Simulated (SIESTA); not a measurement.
**Nb under changes of volume**

One of the cells (18.428 Å³/atom); the others are scaled copies at fixed shape and fractional positions:

```
Nb
1.0
    -1.66395    1.66395    1.66395
     1.66395   -1.66395    1.66395
     1.66395    1.66395   -1.66395
Nb
1
Direct
  0.00000 0.00000 0.00000
```

| Property | Result |
| --- | --- |
| Program | SIESTA 5.4.2 |
| Functional | LDA |
| Potentials or basis | PseudoDojo 0.4 standard (LDA files) |
| Basis | DZP (energy shift 0.003 Ry; two zetas on semicore shells) |
| Grid cutoff | 800 Ry |
| Energy shift | 0.003 Ry |
| k mesh | 11 × 11 × 11 |
| Occupations | fermi-dirac, width 0.05 eV |
| Spin | no spin polarisation |

| volume (Å³/atom) | energy over the lowest point (meV/atom) | pressure (GPa) |
| --- | --- | --- |
| 17.322 | 0.00 | 0.6 |
| 17.691 | 3.39 | -3.3 |
| 18.060 | 15.29 | -6.9 |
| 18.428 | 34.98 | -10.2 |
| 18.797 | ? | ? |
| 19.165 | 95.07 | -15.8 |
| 19.534 | 134.13 | -18.2 |

**Question.** What does the run at 18.797 Å³/atom give?

**Answer.** Energy over the lowest point 61.80 meV/atom; pressure -13.1 GPa.

Worked out: A Birch-Murnaghan fit of order 3 (a polynomial in V^(-2/3)) to the other rows has its minimum at 17.37 Å³/atom with B0 = V·E''(V) = 191 GPa and B' = 3.6. It gives 61.85 meV/atom at 18.797 Å³/atom, against the run's 61.80, and -dE/dV = -13.1 GPa, against -13.1.

Energies are extrapolated to zero smearing.

Caveats: the basis of atomic orbitals isn't converged, which shifts pressures, moduli and gaps.
